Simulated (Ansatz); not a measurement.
Runs of Ansatz 0.2.0 on NaH. The structure is cubic, space group Pm-3m (No. 221). The conventional cell has a = 2.955 Å, b = 2.955 Å, c = 2.955 Å, α = 90.00°, β = 90.00°, γ = 90.00°. Na (site symmetry m-3m) has 8 H at 2.56 Å as nearest neighbours. Around H (site symmetry m-3m) lie 8 Na at 2.56 Å. The cell comes from a database or a generator and needn't be the stable form of this composition.

| task | level | cell | cutoff (eV) | smearing | gap on the mesh (eV) | pressure (GPa) | relaxed volume (Å³/atom) |
| --- | --- | --- | --- | --- | --- | --- | --- |
| relaxation of cell and atoms | PBE | relaxed | - | fermi-dirac 0.05 eV | 1.50 | 0.0 | 13.03 |
| relaxation of cell and atoms | PBE+D4 | relaxed | - | fermi-dirac 0.05 eV | (a) | 0.0 | 14.41 |
| single point | PBEsol | as given | 143 | gaussian 0.05 eV | 1.29 | (b) | - |
| single point | RPBE | as given | 144 | gaussian 0.05 eV | 1.74 | 1.7 | - |
| relaxation of cell and atoms | PBE+D3(BJ) | relaxed | - | fermi-dirac 0.05 eV | 1.54 | 0.0 | (c) |
| single point | PBE | as given | 144 | gaussian 0.02 eV | 1.50 | 0.2 | - |

Alike in all rows: potentials or basis all-electron LAPW, scalar-relativistic; no spin polarisation; k mesh 9 × 9 × 9; basis error allowed 0.001 eV/atom.

Q: Estimate the missing entries.

A: (a) 1.45; (b) -0.4; (c) 12.02.

Caveats: an odd mesh through Γ misses points on the zone boundary, where band edges often lie.
